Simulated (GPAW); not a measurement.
AlCo3:

```
Co Al
1.0
     3.57495    0.00000    0.00000
     0.00000    3.57495    0.00000
     0.00000    0.00000    3.57495
Co Al
3 1
Direct
  0.00000 0.50000 0.50000
  0.50000 0.00000 0.50000
  0.50000 0.50000 0.00000
  0.00000 0.00000 0.00000
```

The cell comes from a database or a generator and needn't be the stable form of this composition.

Base run:

```yaml
Program: GPAW 26.7.0
Functional: PBEsol
Potentials_or_basis: PAW data sets generated in the run's folder for this functional
Cutoff: 600 eV
Basis: pw
k_mesh: 8 × 8 × 8
Occupations: fermi-dirac, width 0.05 eV
Spin: collinear spin, ferromagnetic start
Starting_moments: "[2.0, 2.0, 2.0, 0.0] μB"
Hubbard_terms: Co d U = 1 eV
```

Its results: pressure -5.1 GPa; net moment 4.14 μB per cell; site moments Co +1.44; Al -0.06 μB.

Problem. After a change of settings the same cell gave: pressure 32.3 GPa; net moment 5.92 μB per cell; site moments Co +1.94; Al -0.05 μB. Which change was it?
A. hubbard terms from Co d U = 1 eV to Co d U = 4 eV
B. hubbard terms from Co d U = 1 eV to none
C. hubbard terms from Co d U = 1 eV to Co d U = 8 eV

Solution. C.

Caveats: the U is typed as a test and isn't derived for this compound; a pressure of tens of GPa on the cell as given is suspect, and the run, the potentials or the cell itself is likely at fault (some runs).

Not every run made on this cell is shown here.
